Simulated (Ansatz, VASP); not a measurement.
**One calculation of BN, two programs**

```
B N
1.0
     2.50643    0.00000    0.00000
    -1.25321    2.17063    0.00000
     0.00000    0.00000    6.61412
B N
2 2
Cartesian
  0.0000 1.4471 1.6535
  1.2532 0.7235 4.9606
  0.0000 1.4471 4.9606
  1.2532 0.7235 1.6535
```

Alike in both runs: functional PBE; dispersion D3(BJ); k mesh 12 × 12 × 4; occupations gaussian, width 0.02 eV; no spin polarisation.

Ansatz relaxed the structure, and its values are those at the end. VASP's run is a single point on that final structure, the one shown.

```csv
,VASP,Ansatz
version,VASP 6.6.1,Ansatz 0.2.0
potentials or method,"VASP PAW PBE potentials, release 64 (B, N)","scalar-relativistic, plane waves, PAW"
plane-wave cutoff (eV),520,420
valence electrons in the cell,16,16
```

Ansatz gave:

- gap on the k mesh at the Fermi level (eV): 4.27
- least direct gap on the mesh (eV): 4.64
- pressure (GPa): 0.0

**Question.** What did VASP give for the same quantities?

**Answer.** gap on the k mesh at the Fermi level (eV): 4.27; least direct gap on the mesh (eV): 4.63; pressure (GPa): 0.1.

The functional is the same, so the differences come from potentials, cutoffs and numerics.

A k mesh can miss the band edges.
